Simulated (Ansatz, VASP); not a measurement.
# Two plane-wave programs on SiC (Moissanite 3C)

```
CELL_PARAMETERS angstrom
0.00000 2.17900 2.17900
2.17900 0.00000 2.17900
2.17900 2.17900 0.00000
ATOMIC_POSITIONS crystal
Si 0.00000 0.00000 0.00000
C 0.75000 0.75000 0.75000
```

Alike in both runs: task relaxation of cell and atoms; functional PBEsol; k mesh 10 × 10 × 10; occupations fermi-dirac, width 0.05 eV; no spin polarisation.

```csv
,VASP,Ansatz
version,VASP 6.6.1,Ansatz 0.2.0
potentials or method,"VASP PAW PBE potentials, release 64 (Si, C)",Ansatz PAW
plane-wave cutoff (eV),600,420
valence electrons in the cell,8,8
```

```tsv
	VASP	Ansatz	Ansatz less VASP
gap on the k mesh at the Fermi level, each at its own relaxed structure (eV)	1.23	1.24	+0.009
relaxed volume (Å³/atom)	10.35	10.34	-0.008
relaxed cell length with the largest relative difference (Å)	3.082	3.081	-0.0008
```

Caveats: the relaxation stopped at its first step, so nothing moved (VASP); the PAW data sets were made with another functional, which shifts forces and pressure a little (VASP); the plane-wave basis is chosen anew once the cell has moved, so the energies of steps on either side of that aren't comparable (Ansatz); the PAW data sets come from PBE, with cores solved anew for the run's functional, which leaves a small shift of forces and pressure (Ansatz). A k mesh can miss the band edges.
